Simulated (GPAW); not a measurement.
# C (Fd-3m) in GPAW: settings compared

The runs below take C through band structure, equation of state, single point, with optPBE-vdW, B3LYP, M06-L, TB-mBJ, revPBE+D4.

Everything below comes from runs of GPAW 26.7.0. Logs are shortened: lines on timing, memory, paths and dates and some standing lists are left out, and cuts for length are marked. The log counts tension as positive stress, the text compression.

**Measured values to compare with.**

From “Equation of state of cubic boron nitride at high pressures and temperatures”, 2007, arxiv:cond-mat/0702656, for a bulk crystal of C: bulk modulus 444.8 ± 0.8 GPa.

How close the calculation comes is told below.

### Step 1. The crystal as given

Symmetry: Fd-3m, No. 227, cubic system. The conventional cell has a = 3.567 Å, b = 3.567 Å, c = 3.567 Å, α = 90.00°, β = 90.00°, γ = 90.00°. C (site symmetry -43m) is surrounded by 4 C at 1.54 Å.

This isn't the form of C at room conditions, which is graphite.

### Step 2. Band structure, optPBE-vdW

The input, run.py:

```python
import spglib
from ase import Atoms
from ase.dft.bandgap import bandgap
from ase.io import read, write
from gpaw import GPAW, PW

atoms = read('C.cif')
cell, positions, numbers = spglib.find_primitive(
    (atoms.cell[:], atoms.get_scaled_positions(), atoms.numbers), symprec=1e-4)
atoms = Atoms(numbers, cell=cell, scaled_positions=positions, pbc=True)

calc = GPAW(mode=PW(800),
            xc={'name': 'optPBE-vdW', 'backend': 'libvdwxc'},
            kpts={'size': (10, 10, 10), 'gamma': True},
            occupations={'name': 'fermi-dirac', 'width': 0.05},
            nbands=11,
            convergence={'density': 1e-05, 'energy': 1e-05},
            maxiter=150,
            txt='gpaw.txt')
atoms.calc = calc
energy = atoms.get_potential_energy()
forces = atoms.get_forces()
calc.write('gs.gpw')
write('result.traj', atoms)
print(f'Energy: {energy:.6f} eV')
print('Forces (eV/A):')
print(forces.round(4))
print('Fermi level:', round(calc.get_fermi_level(), 4), 'eV')
print(f'Gap: {bandgap(calc)[0]:.4f} eV, direct: {bandgap(calc, direct=True)[0]:.4f} eV')

path = atoms.cell.bandpath('GXWKGLUWLK,UX', npoints=60, eps=1e-4)
bs_calc = calc.fixed_density(kpts=path, symmetry='off', nbands=18,
                             convergence={'bands': 'CBM+6.0', 'eigenstates': 1e-6}, txt='bands.txt')
bs = bs_calc.band_structure()
bs.write('bs.json')
print(f'Gap on the path: {bandgap(bs_calc)[0]:.4f} eV')
```

The input, C.cif:

```cif
data_C
_cell_length_a 3.56674000
_cell_length_b 3.56674000
_cell_length_c 3.56674000
_cell_angle_alpha 90.00000000
_cell_angle_beta 90.00000000
_cell_angle_gamma 90.00000000
_space_group_name_H-M_alt 'Fd-3m'
_space_group_name_Hall 'F 4d 2 3 -1d'
_space_group_IT_number 227
loop_
_space_group_symop_operation_xyz
'x,y,z'
'-y+1/4,x+1/4,z+1/4'
'-x,-y+1/2,z+1/2'
'y+3/4,-x+1/4,z+3/4'
'x,-y,-z'
'-y+1/4,-x+3/4,-z+3/4'
'-x,y+1/2,-z+1/2'
'y+3/4,x+3/4,-z+1/4'
'z,x,y'
'z+1/4,-y+1/4,x+1/4'
'z+1/2,-x,-y+1/2'
'z+3/4,y+3/4,-x+1/4'
'-z,x,-y'
'-z+3/4,-y+1/4,-x+3/4'
'-z+1/2,-x,y+1/2'
'-z+1/4,y+3/4,x+3/4'
'y,z,x'
'x+1/4,z+1/4,-y+1/4'
'-y+1/2,z+1/2,-x'
'-x+1/4,z+3/4,y+3/4'
'-y,-z,x'
'-x+3/4,-z+3/4,-y+1/4'
'y+1/2,-z+1/2,-x'
'x+3/4,-z+1/4,y+3/4'
'-x+1/4,-y+1/4,-z+1/4'
'y,-x,-z'
'x+1/4,y+3/4,-z+3/4'
'-y+1/2,x,-z+1/2'
'-x+1/4,y+1/4,z+1/4'
'y,x+1/2,z+1/2'
'x+1/4,-y+3/4,z+3/4'
'-y+1/2,-x+1/2,z'
'-z+1/4,-x+1/4,-y+1/4'
'-z,y,-x'
'-z+3/4,x+1/4,y+3/4'
'-z+1/2,-y+1/2,x'
'z+1/4,-x+1/4,y+1/4'
'z+1/2,y,x+1/2'
'z+3/4,x+1/4,-y+3/4'
'z,-y+1/2,-x+1/2'
'-y+1/4,-z+1/4,-x+1/4'
[... 89 lines left out ...]
'-z+1/4,x+1/4,y+1/4'
'-z,-y+1/2,x+1/2'
'z+3/4,-x+1/4,y+3/4'
'z,y,x'
'z+1/4,x+1/4,-y+1/4'
'z+1/2,-y+1/2,-x'
'-y+3/4,-z+1/4,-x+3/4'
'-x+1/2,-z,y+1/2'
'y+1/4,-z+3/4,x+3/4'
'x+1/2,-z+1/2,-y'
'y+3/4,z+1/4,-x+3/4'
'x,z+1/2,y+1/2'
'-y+1/4,z+3/4,x+3/4'
'-x,z,-y'
'x+1/2,y+1/2,z'
'-y+3/4,x+3/4,z+1/4'
'-x+1/2,-y,z+1/2'
'y+1/4,-x+3/4,z+3/4'
'x+1/2,-y+1/2,-z'
'-y+3/4,-x+1/4,-z+3/4'
'-x+1/2,y,-z+1/2'
'y+1/4,x+1/4,-z+1/4'
'z+1/2,x+1/2,y'
'z+3/4,-y+3/4,x+1/4'
'z,-x+1/2,-y+1/2'
'z+1/4,y+1/4,-x+1/4'
'-z+1/2,x+1/2,-y'
'-z+1/4,-y+3/4,-x+3/4'
'-z,-x+1/2,y+1/2'
'-z+3/4,y+1/4,x+3/4'
'y+1/2,z+1/2,x'
'x+3/4,z+3/4,-y+1/4'
'-y,z,-x'
'-x+3/4,z+1/4,y+3/4'
'-y+1/2,-z+1/2,x'
'-x+1/4,-z+1/4,-y+1/4'
'y,-z,-x'
'x+1/4,-z+3/4,y+3/4'
'-x+3/4,-y+3/4,-z+1/4'
'y+1/2,-x+1/2,-z'
'x+3/4,y+1/4,-z+3/4'
'-y,x+1/2,-z+1/2'
'-x+3/4,y+3/4,z+1/4'
'y+1/2,x,z+1/2'
'x+3/4,-y+1/4,z+3/4'
'-y,-x,z'
'-z+3/4,-x+3/4,-y+1/4'
'-z+1/2,y+1/2,-x'
'-z+1/4,x+3/4,y+3/4'
'-z,-y,x'
'z+3/4,-x+3/4,y+1/4'
'z,y+1/2,x+1/2'
'z+1/4,x+3/4,-y+3/4'
'z+1/2,-y,-x+1/2'
'-y+3/4,-z+3/4,-x+1/4'
'-x+1/2,-z+1/2,y'
'y+1/4,-z+1/4,x+1/4'
'x+1/2,-z,-y+1/2'
'y+3/4,z+3/4,-x+1/4'
'x,z,y'
'-y+1/4,z+1/4,x+1/4'
'-x,z+1/2,-y+1/2'
loop_
_atom_site_label
_atom_site_type_symbol
_atom_site_symmetry_multiplicity
_atom_site_Wyckoff_symbol
_atom_site_fract_x
_atom_site_fract_y
_atom_site_fract_z
_atom_site_occupancy
C1 C 8 a 0.2500000000 0.2500000000 0.2500000000 1
```

Potentials or basis: GPAW PAW data sets (gpaw-data 1.2.1), pw.

On the command line:

```
$ OMP_NUM_THREADS=1 python run.py
```

gpaw.txt:

```text
__  _  _
 | _ |_)|_||  |
 |__||  | ||/\| - 26.7.0

Input parameters:
  mode=PW(ecut=800.0),
  convergence={'density': 1e-05, 'energy': 1e-05},
  kpts=MonkhorstPack(size=(10, 10, 10), gamma=True),
  maxiter=150,
  nbands=11,
  occupations=Occupations(name='fermi-dirac', width=0.05),
  xc=XC(name='optPBE-vdW', backend='libvdwxc')

Diagonalizing LCAO Hamiltonian
Converting LCAO to pw mode

          C
       C

Atoms  # Å, Bohr magnetons
|   | symbol |        x |        y |        z |    initial magnetic moments |
|---|--------|----------|----------|----------|-----------------------------|
| 0 |      C | 0.891685 | 0.891685 | 0.891685 | ( 0.0000,  0.0000,  0.0000) |
| 1 |      C | 0.000000 | 0.000000 | 0.000000 | ( 0.0000,  0.0000,  0.0000) |

Unit cell  # Å
| periodic |        x |        y |        z |  lengths |    angles |
|----------|----------|----------|----------|----------|-----------|
|      yes | 0.000000 | 1.783370 | 1.783370 | 2.522066 | 60.000000 |
|      yes | 1.783370 | 0.000000 | 1.783370 | 2.522066 | 60.000000 |
|      yes | 1.783370 | 1.783370 | 0.000000 | 2.522066 | 60.000000 |

Number of symmetries: 24
Symmetry operations  # r_c * U_cc + t_c -> r_c
|    | kind |            matrix            |
|----|------|------------------------------|
|  0 |  E   |  1, 0, 0,  0, 1, 0,  0, 0, 1 |
|  1 |  σ   |  1, 0, 0,  0, 0, 1,  0, 1, 0 |
|  2 |  σ   |  1, 0,-1,  0, 1,-1,  0, 0,-1 |
|  3 |  C3  |  1, 0,-1,  0, 0,-1,  0, 1,-1 |
|  4 |  C3  |  1,-1, 0,  0,-1, 1,  0,-1, 0 |
|  5 |  σ   |  1,-1, 0,  0,-1, 0,  0,-1, 1 |
|  6 |  σ   |  0, 1, 0,  1, 0, 0,  0, 0, 1 |
|  7 |  C3  |  0, 1, 0,  0, 0, 1,  1, 0, 0 |
|  8 |  C2  |  0, 1,-1,  1, 0,-1,  0, 0,-1 |
|  9 |  S4  |  0, 1,-1,  0, 0,-1,  1, 0,-1 |
| 10 |  C3  |  0, 0, 1,  1, 0, 0,  0, 1, 0 |
| 11 |  σ   |  0, 0, 1,  0, 1, 0,  1, 0, 0 |
| 12 |  S4  |  0, 0,-1,  1, 0,-1,  0, 1,-1 |
| 13 |  C3  |  0, 0,-1,  0, 1,-1,  1, 0,-1 |
| 14 |  S4  |  0,-1, 1,  1,-1, 0,  0,-1, 0 |
| 15 |  C2  |  0,-1, 1,  0,-1, 0,  1,-1, 0 |
| 16 |  C3  |  0,-1, 0,  1,-1, 0,  0,-1, 1 |
| 17 |  S4  |  0,-1, 0,  0,-1, 1,  1,-1, 0 |
| 18 |  S4  | -1, 1, 0, -1, 0, 1, -1, 0, 0 |
| 19 |  C3  | -1, 1, 0, -1, 0, 0, -1, 0, 1 |
| 20 |  C3  | -1, 0, 1, -1, 1, 0, -1, 0, 0 |
| 21 |  S4  | -1, 0, 1, -1, 0, 0, -1, 1, 0 |
| 22 |  σ   | -1, 0, 0, -1, 1, 0, -1, 0, 1 |
| 23 |  C2  | -1, 0, 0, -1, 0, 1, -1, 1, 0 |

BZ-sampling:
  Number of BZ points: 1000
  Number of IBZ points: 47

  Monkhorst-Pack size: [10, 10, 10]
  Monkhorst-Pack shift: [0.05, 0.05, 0.05]

K-points  # in reciprocal-cell coordinates
|     |                                coordinates |     weight |
|-----|--------------------------------------------|------------|
|   0 | (  0.00000000,   0.00000000,   0.00000000) | 0.00100000 |
|   1 | (  0.10000000,   0.10000000,   0.00000000) | 0.00600000 |
|   2 | (  0.10000000,   0.10000000,   0.10000000) | 0.00800000 |
|   3 | (  0.20000000,   0.10000000,   0.10000000) | 0.01200000 |
|   4 | (  0.20000000,   0.20000000,   0.00000000) | 0.00600000 |
|   5 | (  0.20000000,   0.20000000,   0.10000000) | 0.02400000 |
|   6 | (  0.20000000,   0.20000000,   0.20000000) | 0.00800000 |
|   7 | (  0.30000000,   0.20000000,   0.10000000) | 0.02400000 |
|   8 | (  0.30000000,   0.20000000,   0.20000000) | 0.02400000 |
|   9 | (  0.30000000,   0.30000000,   0.00000000) | 0.00600000 |
| ... |                                            |            |
|  46 | (  0.50000000,   0.50000000,   0.50000000) | 0.00400000 |

Plane wave coefficients: 596
Cutoff: 800.0 eV

Spin-components: 1 (collinear spins)
Bands:           11
Projectors:      10
Spin-degeneracy: 2
Datatype:        complex128

Parallelization:
  kpt:    1
  domain: 1
  band:   1

Density:
  Valence electrons: 8.0
  Components: 1
  Grid points: [18 18 18]
  Charge: 0.0  # |e|

Potential:
  Grid points: [18 18 18]

species:
  C:
    name:    Carbon
    Z:       6.0
    valence: 4
    core:    2
    charge:  0.0  # [|e|]
    compensation charges:
      type: gauss
      rc: 0.20  # [Å]
      lmax: 2
    cutoffs:
      filter: 1.14  # [Å]
      core: 1.14  # [Å]
    projectors
    | kind |    occ | energy [eV] | rcut [Å] |
    |------|--------|-------------|----------|
    |   2s |  2.000 |     -13.751 |    0.635 |
    |   2p |  2.000 |      -5.284 |    0.635 |
    |    s |        |      13.461 |    0.635 |
    |    p |        |      21.927 |    0.635 |
    |    d |        |       0.000 |    0.635 |

    Using partial waves for C as LCAO basis

Reference energy: -2055.256231  # eV

eigensolver:
  PPCG
  Converge bands: occupied
  niter=2

density mixing:
  MSR1-Mixer
  Pratt-step length: 0.05
  Maximum mixing coefficient: 0.75
  Old densities: 10
  SVD Regularization: 0.005
  Good broyden scale: 1.0
  Trust region scale: 1.0
  Backstep threshold: 4.0
  History deletion threshold: 6.0
  Fourier metric: weight=20.0, sigma=0.015

occupation numbers:
  Fermi-Dirac:
    width: 0.0500  # eV

poisson solver:
  ecut: 6400.0  # eV

xc functional:
  name: vdW-optPBE with libvdwxc
  Mode: serial
  Semilocal: GGA_X_OPTPBE_VDW+LDA_C_PW with 2 nearest neighbor stencil
  Corresponding non-local functional: vdW-DF
  Local blocksize: 36 x 36 x 36
  PAW datasets: PBE

convergence criteria:
[... 6 lines left out ...]
|iter     | |      energy | eigst |  dens |
|---------|-|-------------|-------|-------|
|iter:   1| |  -24.380651 | +0.21 |       |
|iter:   2| |  -24.309914 | -2.65 | -0.79 |
|iter:   3| |  -23.865735 | -1.41 | -0.82 |
|iter:   4| |  -23.862769 | -2.58 | -1.46 |
|iter:   5| |  -23.863503 | -4.59 | -2.17 |
|iter:   6| |  -23.863507 | -6.57 | -3.37 |
|iter:   7| |  -23.863507c| -8.11c| -4.09 |
|iter:   8| |  -23.863507c| -8.70c| -5.42c|

Converged in 8 steps
Energy contributions relative to reference atoms: (reference = -2055.256231)

Energy contributions:
  Kinetic:          18.554456
  Coulomb:         -17.368748
  Zero:              0.036316
  External:          0.000000
  Xc:              -25.085532
  Entropy:          -0.000000
  Spinorbit:         0.000000
  ----------------------------
  Free energy:     -23.863507
  Extrapolated:    -23.863507

dipole moment: (-8.919889, -8.919889, -8.919889)  # |e|*Ang

Fermi level: 13.720
Eigenvalues  # (at kpt = [0.000, 0.000, 0.000])
| band index |      eig [eV] | occ [0-2] |
|------------|---------------|-----------|
|          0 |        -9.360 |     2.000 |
|          1 |        11.970 |     2.000 |
|          2 |        11.970 |     2.000 |
|          3 |        11.970 |     2.000 |
|          4 |        17.641 |     0.000 |
|          5 |        17.641 |     0.000 |
|          6 |        17.641 |     0.000 |
|          7 |        25.400 |     0.000 |
|          8 |        31.611 |     0.000 |
|          9 |        38.691 |     0.000 |
|         10 |        39.090 |     0.000 |

Gap: 4.358 eV
Transition (v -> c):
  (s=0, k=0, n=3, [0.00, 0.00, 0.00]) -> (s=0, k=24, n=4, [0.40, 0.40, 0.00])
Direct/indirect transitions are different
Direct gap: 5.670 eV
Transition at: (s=0, k=0, n=3, [0.00, 0.00, 0.00])

Forces  # eV/Ang
|        x |        y |        z |
|----------|----------|----------|
| -0.00000 | -0.00000 | -0.00000 |  # C    0
|  0.00000 |  0.00000 |  0.00000 |  # C    1

# Writing to gs.gpw (mode='')
```

It took 15 s on 1 thread of Arm Neoverse V1, shared host; peak memory 0.17 GiB.

Results:

| Property | Result |
| --- | --- |
| Free energy | -23.8635 eV |
| Band gap on the k mesh | 4.36 eV, indirect (least direct gap 5.67 eV) |
| Band gap along the path | 4.31 eV, indirect (least direct gap 5.67 eV) |

Levels at the corners of the path, in eV from the valence-band top:
| point | band 1 | band 2 | band 3 | band 4 | band 5 | band 6 | band 7 |
| --- | --- | --- | --- | --- | --- | --- | --- |
| Γ | -21.33 | 0.00 | 0.00 | 0.00 | 5.67 | 5.67 | 5.67 |
| X | -12.67 | -12.67 | -6.24 | -6.24 | 4.97 | 4.97 | 16.79 |
| W | -11.89 | -11.89 | -8.21 | -8.21 | 10.77 | 10.77 | 12.38 |
| K | -12.89 | -11.64 | -9.19 | -5.31 | 5.87 | 10.88 | 14.38 |
| Γ | -21.33 | 0.00 | 0.00 | 0.00 | 5.67 | 5.67 | 5.67 |
| L | -15.60 | -13.24 | -2.78 | -2.78 | 8.56 | 8.56 | 8.97 |
| U | -12.89 | -11.64 | -9.19 | -5.31 | 5.87 | 10.88 | 14.38 |
| W | -11.89 | -11.89 | -8.21 | -8.21 | 10.77 | 10.77 | 12.38 |
| L | -15.60 | -13.24 | -2.78 | -2.78 | 8.56 | 8.56 | 8.97 |
| K | -12.89 | -11.64 | -9.19 | -5.31 | 5.87 | 10.88 | 14.38 |
| U | -12.89 | -11.64 | -9.19 | -5.31 | 5.87 | 10.88 | 14.38 |
| X | -12.67 | -12.67 | -6.24 | -6.24 | 4.97 | 4.97 | 16.79 |

Caveat: the PAW data sets were made with another functional, which shifts forces and pressure a little.

### Step 3. Equation of state, B3LYP

The input, run.py:

```python
from ase.eos import EquationOfState
from ase.io import Trajectory, read
from ase.units import GPa
from ase.parallel import parprint
from gpaw import GPAW, PW

atoms = read('POSCAR')

traj = Trajectory('eos.traj', 'w')
volumes, energies = [], []
for x in [0.94, 0.96, 0.98, 1.0, 1.02, 1.04, 1.06]:
    a = atoms.copy()
    a.set_cell(atoms.cell * x**(1 / 3), scale_atoms=True)
    calc = GPAW(mode=PW(600),
                xc='B3LYP',
                kpts={'size': (5, 5, 5), 'gamma': True},
                occupations={'name': 'fermi-dirac', 'width': 0.05},
                nbands=9,
                convergence={'density': 1e-05, 'energy': 1e-05},
                maxiter=60,
                txt=f'eos-{x:.2f}.txt')
    a.calc = calc
    energies.append(a.get_potential_energy(force_consistent=True))
    volumes.append(a.get_volume())
    calc.write(f'eos-{x:.2f}.gpw')
    traj.write(a)
    parprint(f'{x:.2f} {volumes[-1]:10.4f} A^3 {energies[-1]:14.6f} eV', flush=True)

v0, e0, B = EquationOfState(volumes, energies, eos='birchmurnaghan').fit()
parprint(f'V0 = {v0:.4f} A^3, E0 = {e0:.6f} eV, B0 = {B / GPa:.2f} GPa')
```

The input, POSCAR:

```
C
1.0
    0.0000000000      1.7833700000      1.7833700000
    1.7833700000      0.0000000000      1.7833700000
    1.7833700000      1.7833700000      0.0000000000
C
2
Direct
    0.7500000000      0.7500000000      0.7500000000
    0.5000000000      0.5000000000      0.5000000000
```

Potentials or basis: GPAW PAW data sets (gpaw-data 1.2.1), pw.

On the command line:

```
$ OMP_NUM_THREADS=1 mpirun -n 4 gpaw python run.py
```

Run time: 12 min. Hardware: 4 MPI ranks of Arm Neoverse V1, shared host; peak memory 0.21 GiB.

Results (log left out):

| Property | Result |
| --- | --- |
| Equilibrium volume | 5.69 Å³/atom |
| Bulk modulus | 447 GPa |
| Pressure derivative of the bulk modulus | 4.0 |

Energy against volume, from the lowest point:
```
volume (Å³/atom)  energy (meV/atom)
           5.332              34.22
           5.445              15.17
           5.558               4.15
           5.672               0.00
           5.785               2.26
           5.899              10.46
           6.012              23.76
```

Caveat: the k mesh is coarse (spacing up to 0.61 Å⁻¹), so the values aren't converged, least of all with exact exchange; the PAW data sets were made with another functional, which shifts forces and pressure a little.

[end of part 1 of 3]
